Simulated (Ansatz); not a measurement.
Crystal: HfO2.

```xyz
6
Lattice="3.5580 0.0000 0.0000 0.0000 3.5580 0.0000 0.0000 0.0000 5.1719" Properties=species:S:1:pos:R:3 pbc="T T T"
Hf    0.0000    0.0000    0.0000
Hf    1.7790    1.7790    2.5859
O     0.0000    1.7790    1.0199
O     1.7790    0.0000    1.5660
O     1.7790    0.0000    4.1519
O     0.0000    1.7790    3.6059
```

Measurements of this composition are mostly on another form, of space group No. 14.

| Item | Value |
| --- | --- |
| Program | Ansatz 0.2.0 |
| Task | relaxation of cell and atoms |
| Functional | RPBE |
| Dispersion | D4 |
| Potentials or basis | Ansatz PAW |
| Cutoff | 420 eV (not typed: the program's choice for these potentials) |
| k mesh | 8 × 8 × 5 |
| Occupations | fermi-dirac, width 0.05 eV |
| Spin | no spin polarisation |

At the start: volume 10.91 Å³/atom.

Where does the relaxation end?

It ends after 7 steps and the volume is 11.29 Å³/atom (+3.5 %); space group P4_2/nmc (No. 137, to 0.05 Å).

The path:
| step | energy change (eV) | largest force (eV/Å) | volume (Å³) |
| --- | --- | --- | --- |
| 1 | 0.0000 | 0.1019 | 65.47 |
| 2 | -0.0341 | 0.0482 | 67.83 |
| 3 | -0.0364 | 0.0251 | 67.56 |
| 4 | -0.0364 | 0.0034 | 67.62 |
| 5 | -0.0474 | 0.0025 | 67.62 |
| 6 | -0.0470 | 0.0007 | 67.74 |
| 7 | -0.0474 | 0.0006 | 67.74 |

Final structure:
```cif
data_structure
_symmetry_space_group_name_H-M 'P 1'
_symmetry_Int_Tables_number 1
_cell_length_a 3.5940
_cell_length_b 3.5940
_cell_length_c 5.2439
_cell_angle_alpha 90.000
_cell_angle_beta 90.000
_cell_angle_gamma 90.000
_cell_volume 67.74
loop_
_atom_site_label
_atom_site_type_symbol
_atom_site_fract_x
_atom_site_fract_y
_atom_site_fract_z
_atom_site_occupancy
Hf1 Hf 0.00000 0.00000 0.00000 1
Hf2 Hf 0.50000 0.50000 0.50000 1
O1 O 0.00000 0.50000 0.19395 1
O2 O 0.50000 0.00000 0.30605 1
O3 O 0.50000 0.00000 0.80605 1
O4 O 0.00000 0.50000 0.69395 1
```

Caveat: the plane-wave basis is chosen anew once the cell has moved, so the energies of steps on either side of that aren't comparable; the pressure holds a Pulay correction of +0.7 GPa for the finite cutoff; the PAW data sets come from PBE, with cores solved anew for the run's functional, which leaves a small shift of forces and pressure.
